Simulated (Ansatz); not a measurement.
Sn: energy along a strain

Sn, Fd-3m, a = 6.656 Å. Ansatz: PBE, PAW, 420 eV, Γ-centred 16×16×16 mesh on 2 atoms, Gaussian smearing 0.15 eV; no spin polarisation. Cell vectors (Å): 0.000 3.328 3.328; 3.328 0.000 3.328; 3.328 3.328 0.000. The cell is strained by x per cent times the pattern (1 0 0 0 0 0) in the order xx yy zz yz xz xy (engineering shears), with fractional coordinates held. y is the free energy over the start, V0 = 36.864 Å³/atom.

```tsv
x (%)	y (meV/atom)
-6.00	?
-4.50	13.14
-3.00	5.69
-1.50	1.35
0.00	0.00
1.50	1.49
3.00	5.67
4.50	12.40
5.25	16.68
6.00	21.54
```

Task: Fit y = c1 x + c2 x² + c3 x³ to the other rows, get the stiffness along the pattern, and predict the missing energy.

Result: Least squares on the rows shown. y = 0.061232 x + 0.63070 x² − 0.0070920 x³. The clamped-ion stiffness p·C·p = 2 × 6.307 eV × 160.2 / 36.864 Å³ = 55 GPa, which is C11 in these axes; c1 is there for the stress left in the start, which by itself gives a slope of 0.06 meV/atom per %. At x = -6.00 the fit asked for gives 23.87 meV/atom. The run gave 23.83 meV/atom, so the fit is 0.04 meV/atom too high, a small miss on the scale of the series.

The energy well is mostly harmonic, with a negative cubic term that makes large compression dearer than equal extension. This is the usual bond anharmonicity: overlap repulsion steepens as atoms are pushed together, while bonding weakens as they are pulled apart. The pair at 1.50 % runs the other way, because there the small residual linear term outweighs the cubic one.

Holding the fractional coordinates costs nothing in this case. A strain along a cube axis leaves the twofold axes that fix the two sublattices relative to each other, so 55 GPa is also the relaxed-ion C11 at this lattice constant. The low stiffness fits the long, weak sp³ bonds of grey tin, whose diffuse 5s and 5p orbitals overlap less effectively than the valence orbitals of silicon or germanium. It also lies below the measured stiffness, probably because PBE underbinds and gives too large a cell. Since uniaxial strain mixes volume change with tetragonal shear, this curve alone cannot separate the bulk modulus from the shear resistance.
